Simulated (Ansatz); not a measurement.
# Pd(111) with 4 layers of random Pd-Nb, 2x2: scattering by chemical disorder, part 2 of 2

Aim: the residual resistivity of a random alloy, from Pd(111) with 4 layers of random Pd-Nb, 2x2 and longer regions.

Ansatz 0.2.0; Ansatz plane-wave DFT, PBE, PAW files; ballistic transport by layer matching (Landauer), zero bias; PAW set soft_1.

So far. Step 3 (With 8 alloy layers): Over the solved energies the transmission per spin lies between 1.30 and 1.44, out of 5.57 channels of the lead on average (up to 6.53). The log calls the step of a lead's potential too much.

**4. With 12 alloy layers**

In 12 layers a share of 0.125 of the sites is given to Nb at random. A fresh draw is used; the growth of the resistance with length is what counts.

System of this step: Pd(111) with 12 layers of random Pd-Nb, 2x2. The cell holds 72 atoms: 66 Pd and 6 Nb. Cell: a = 5.501 Å, b = 5.501 Å, c = 40.424 Å, α = 90.0°, β = 90.0°, γ = 120.0°. It derives from Pd. Regions: lead, 24 atoms (24 Pd); scattering region, 48 atoms (42 Pd and 6 Nb). The structure is stacked along c, and the current runs across the ab planes.

File input.yaml:

```yaml
crystal:
  lattice:
    - [5.5010079149, 0.0, 0.0]
    - [-2.7505039575, 4.7640126007, 0.0]
    - [0.0, 0.0, 40.4239873877]
  atoms:
    - { symbol: Pd, position: [0.0, 0.0, 0.0277777778] }
    - { symbol: Pd, position: [0.0, 0.5, 0.0277777778] }
    - { symbol: Pd, position: [0.5, 0.0, 0.0277777778] }
    - { symbol: Pd, position: [0.5, 0.5, 0.0277777778] }
    - { symbol: Pd, position: [0.1666666667, 0.3333333333, 0.0833333333] }
    - { symbol: Pd, position: [0.1666666667, 0.8333333333, 0.0833333333] }
    - { symbol: Pd, position: [0.6666666667, 0.3333333333, 0.0833333333] }
    - { symbol: Pd, position: [0.6666666667, 0.8333333333, 0.0833333333] }
    - { symbol: Pd, position: [0.3333333333, 0.1666666667, 0.1388888889] }
    - { symbol: Pd, position: [0.3333333333, 0.6666666667, 0.1388888889] }
    - { symbol: Pd, position: [0.8333333333, 0.1666666667, 0.1388888889] }
    - { symbol: Pd, position: [0.8333333333, 0.6666666667, 0.1388888889] }
    - { symbol: Pd, position: [0.0, 0.0, 0.1944444444] }
    - { symbol: Pd, position: [0.0, 0.5, 0.1944444444] }
    - { symbol: Pd, position: [0.5, 0.0, 0.1944444444] }
    - { symbol: Pd, position: [0.5, 0.5, 0.1944444444] }
    - { symbol: Pd, position: [0.1666666667, 0.3333333333, 0.25] }
    - { symbol: Pd, position: [0.1666666667, 0.8333333333, 0.25] }
    - { symbol: Pd, position: [0.6666666667, 0.3333333333, 0.25] }
    - { symbol: Pd, position: [0.6666666667, 0.8333333333, 0.25] }
    - { symbol: Pd, position: [0.3333333333, 0.1666666667, 0.3055555556] }
    - { symbol: Pd, position: [0.3333333333, 0.6666666667, 0.3055555556] }
    - { symbol: Pd, position: [0.8333333333, 0.1666666667, 0.3055555556] }
    - { symbol: Pd, position: [0.8333333333, 0.6666666667, 0.3055555556] }
    - { symbol: Pd, position: [0.0, 0.0, 0.3611111111] }
    - { symbol: Nb, position: [0.0, 0.5, 0.3611111111] }
    - { symbol: Pd, position: [0.5, 0.0, 0.3611111111] }
    - { symbol: Pd, position: [0.5, 0.5, 0.3611111111] }
    - { symbol: Pd, position: [0.1666666667, 0.3333333333, 0.4166666667] }
    - { symbol: Pd, position: [0.1666666667, 0.8333333333, 0.4166666667] }
    - { symbol: Pd, position: [0.6666666667, 0.3333333333, 0.4166666667] }
    - { symbol: Nb, position: [0.6666666667, 0.8333333333, 0.4166666667] }
    - { symbol: Pd, position: [0.3333333333, 0.1666666667, 0.4722222222] }
    - { symbol: Pd, position: [0.3333333333, 0.6666666667, 0.4722222222] }
    - { symbol: Nb, position: [0.8333333333, 0.1666666667, 0.4722222222] }
    - { symbol: Pd, position: [0.8333333333, 0.6666666667, 0.4722222222] }
    - { symbol: Pd, position: [0.0, 0.0, 0.5277777778] }
    - { symbol: Nb, position: [0.0, 0.5, 0.5277777778] }
    - { symbol: Pd, position: [0.5, 0.0, 0.5277777778] }
    - { symbol: Pd, position: [0.5, 0.5, 0.5277777778] }
    - { symbol: Pd, position: [0.1666666667, 0.3333333333, 0.5833333333] }
    - { symbol: Pd, position: [0.1666666667, 0.8333333333, 0.5833333333] }
    - { symbol: Nb, position: [0.6666666667, 0.3333333333, 0.5833333333] }
    - { symbol: Pd, position: [0.6666666667, 0.8333333333, 0.5833333333] }
    - { symbol: Pd, position: [0.3333333333, 0.1666666667, 0.6388888889] }
    - { symbol: Pd, position: [0.3333333333, 0.6666666667, 0.6388888889] }
    - { symbol: Pd, position: [0.8333333333, 0.1666666667, 0.6388888889] }
    - { symbol: Pd, position: [0.8333333333, 0.6666666667, 0.6388888889] }
    - { symbol: Pd, position: [0.0, 0.0, 0.6944444444] }
    - { symbol: Nb, position: [0.0, 0.5, 0.6944444444] }
    - { symbol: Pd, position: [0.5, 0.0, 0.6944444444] }
    - { symbol: Pd, position: [0.5, 0.5, 0.6944444444] }
    - { symbol: Pd, position: [0.1666666667, 0.3333333333, 0.75] }
    - { symbol: Pd, position: [0.1666666667, 0.8333333333, 0.75] }
    - { symbol: Pd, position: [0.6666666667, 0.3333333333, 0.75] }
    - { symbol: Pd, position: [0.6666666667, 0.8333333333, 0.75] }
    - { symbol: Pd, position: [0.3333333333, 0.1666666667, 0.8055555556] }
    - { symbol: Pd, position: [0.3333333333, 0.6666666667, 0.8055555556] }
    - { symbol: Pd, position: [0.8333333333, 0.1666666667, 0.8055555556] }
    - { symbol: Pd, position: [0.8333333333, 0.6666666667, 0.8055555556] }
    - { symbol: Pd, position: [0.0, 0.0, 0.8611111111] }
    - { symbol: Pd, position: [0.0, 0.5, 0.8611111111] }
    - { symbol: Pd, position: [0.5, 0.0, 0.8611111111] }
    - { symbol: Pd, position: [0.5, 0.5, 0.8611111111] }
    - { symbol: Pd, position: [0.1666666667, 0.3333333333, 0.9166666667] }
    - { symbol: Pd, position: [0.1666666667, 0.8333333333, 0.9166666667] }
    - { symbol: Pd, position: [0.6666666667, 0.3333333333, 0.9166666667] }
    - { symbol: Pd, position: [0.6666666667, 0.8333333333, 0.9166666667] }
    - { symbol: Pd, position: [0.3333333333, 0.1666666667, 0.9722222222] }
    - { symbol: Pd, position: [0.3333333333, 0.6666666667, 0.9722222222] }
    - { symbol: Pd, position: [0.8333333333, 0.1666666667, 0.9722222222] }
    - { symbol: Pd, position: [0.8333333333, 0.6666666667, 0.9722222222] }
kpoints:
  mp_grid: { grid: [5, 5, 1] }
hamiltonian:
  xc: pbe
  pseudopotentials: { kind: paw, azcp: { folder: soft_1 } }
scf:
  occupations: { method: fermi_dirac, width: 0.1 }
output:
  transmission:
    leads: [[0, 4]]
    kmesh: [10, 10]
    e_range: [-0.05, 0.05]
    de: 0.05
  write_potential: true
  write_density: true
  volumetric_format: npy
```

Launch:

```sh
ansatz run input.yaml --threads 4 --pin off --max-ram 15360MiB --backend cpu --events-out ev --progress --plain --runs-dir out
```

Numbers of over 12 decimals in the logs are rounded to 6 here.

The program printed:

```text
[...]
Crystal: 72 atoms, lattice volume = 1059.386 Å³
Basis set: ecut = 420 eV, 20709 PW (Γ)
Bands: 760, of which v1, the nominal top of the filled ones, is band 633 counted from 1 (632 counted from 0)
Symmetry: 1 space group operations
[...]
k-points: 13 of 25 (time reversal used)
[...]
SCF iter   1: F=—  HF=-487675.614255 eV  |F-HF|=—  |Δ(HF+E_count)|=         —  Δρ=2.44e-1  dr2=8.86e3  ethr=3.10e-3  ⟨swp⟩=5.0  Hψ=30815  notcnv=0  defer=282
[...]
SCF iter  14: F=-487534.983859 eV  HF=-487534.983859 eV  |F-HF|=3.38e-9  |Δ(HF+E_count)|=   1.40e-9  Δρ=1.90e-7  dr2=3.68e-9  ethr=7.90e-12  ⟨swp⟩=8.5  Hψ=21516  notcnv=0
SCF 1 converged in 14 iterations: F = -487534.983859 eV  dr2 = 3.68e-9
[...]
transmission: 338 of 3380 steps passed
transmission: 676 of 3380 steps passed
[...]
transmission: 3380 of 3380 steps passed
SCF converged after 14 iterations
Free energy (F): -487534.983859 eV
[...]
Internal energy: -487531.897523 eV  (E = F + TS)
E sigma→0 (E₀):  -487533.440691 eV
Entropy (-TS):   -3.086336 eV (-42.866 meV/atom)
Fermi energy:    20.220630 eV
[...]
--- Band table (eV; the first three rows and the last of 13) ---
  k-point 0: bands = [... 629 lower, 20.3521, 20.3910, 20.3917, 20.3988, 20.4047, 20.4505, 20.4507, 20.4549, ... 123 higher]
  k-point 1: bands = [... 629 lower, 20.2068, 20.2442, 20.2689, 20.2857, 20.3249, 20.3360, 20.3542, 20.3780, ... 123 higher]
  k-point 2: bands = [... 629 lower, 20.1400, 20.1642, 20.1669, 20.1867, 20.1984, 20.2059, 20.2418, 20.2465, ... 123 higher]
  k-point 12: bands = [... 629 lower, 20.1011, 20.1278, 20.1370, 20.1918, 20.2099, 20.2309, 20.2453, 20.2489, ... 123 higher]
--- Transmission ---
  basis      : 235 plane waves across, 65 finite elements along
  points     : 52, standing for a mesh of 10 x 10
[...]
channels       : 5.230000e0 a spin
[...]
junction   : crystal 0 to crystal 0, 1.55 to 39.73 Å
    transmission   : 9.174618e-1 a spin
[...]
```

Elapsed: 29 min, on 4 threads of Arm Neoverse V2, shared host; peak memory 8.1 GiB.

This step gave:

- free energy: -487534.9839 eV
- energy at zero smearing: -487533.4407 eV
- Fermi energy: 20.22 eV
- transmission per spin nearest the Fermi level: 0.9175
- open channels per spin nearest the Fermi level: 5.23
- step of the lead's potential: 3.1 meV

Per spin. Table of transmission, zone mean by energy, zero at the Fermi level:

```
energy (eV)  transmission, zone mean
    -0.0500                     1.04
     0.0000                    0.917
     0.0500                    0.862
```

Over the solved energies the transmission per spin lies between 0.862 and 1.04, out of 5.27 channels of the lead on average (up to 6.13).

**5. Resistance against length**

This step: Ansatz plane-wave DFT, PBE, PAW files; ballistic transport by layer matching (Landauer), zero bias; residual resistivity from the slope of the area resistance, atoms on the host's lattice; PAW set soft_1 (Ansatz 0.2.0).

Numbers from this step:

| Quantity | Value |
| --- | --- |
| resistivity | 90.91 µΩ cm |
| intercept | 0.4226 fΩ m² |
| scatter about the fit | 0.1211 fΩ m² |

Resistance, by row:

```
run  length (Å)       T  channels N  RA (fΩ m²)
 n4       8.983   1.715       5.223       1.325
 n8       17.97   1.357       5.573       1.885
n12       26.95  0.9395        5.27       2.958
```

Table of area resistance by length of the alloy:

```csv
length of the alloy (Å),area resistance (fΩ m²)
8.98,1.32
17.97,1.88
26.95,2.96
```

The area resistance goes from 1.3 to 3.0 fΩ m² between 9.0 and 26.9 Å, a slope of 91 µΩ cm.

By hand from the end points: (2.958 − 1.325) fΩ m² / (26.95 − 8.98) Å = 91 µΩ cm, since 1 fΩ m² per Å is 1000 µΩ cm.

**6. Outcome**

| Property | Result |
| --- | --- |
| resistivity from the slope | 90.9 µΩ cm |
| area resistance over 8.98 Å | 1.32 fΩ m² |
| area resistance over 18.0 Å | 1.88 fΩ m² |
| area resistance over 26.9 Å | 2.96 fΩ m² |

What this shows: The slope gives 91 µΩ cm. The points scatter by 0.12 fΩ m² about the line, with one random draw a length in a 2x2 cell, so the slope is a rough value. The lead's own channel count moves between the runs (5.22, 5.57 and 5.27), which shifts RA and the slope too. Read with a model of isotropic scattering on a spherical Fermi surface and the lead's 1.5×10¹⁵ S/m², this slope means a mean free path near 5.3 Å; over these lengths the model's slope is within 3 % of its bulk resistivity, though a free path of a few ångströms strains the picture. The draw over the shortest length came out nearly ordered, with 8 symmetry operations, so that point is a poor sample of a random alloy. The atoms sit on the host's lattice, so scattering by size misfit is left out. A lead's potential steps by up to 28 meV from period to period, which the log calls too much, so longer leads could move the result.

[Logs are printed without paths, hosts, clocks, repeated set-up lines and the standing remarks that a program may print on its own settings, such as how far it seeks lower states.]

[Hosts, paths, dates, database ids (printed as entryN), source tags and the programs' standing remarks are cut or masked in the printed files.]
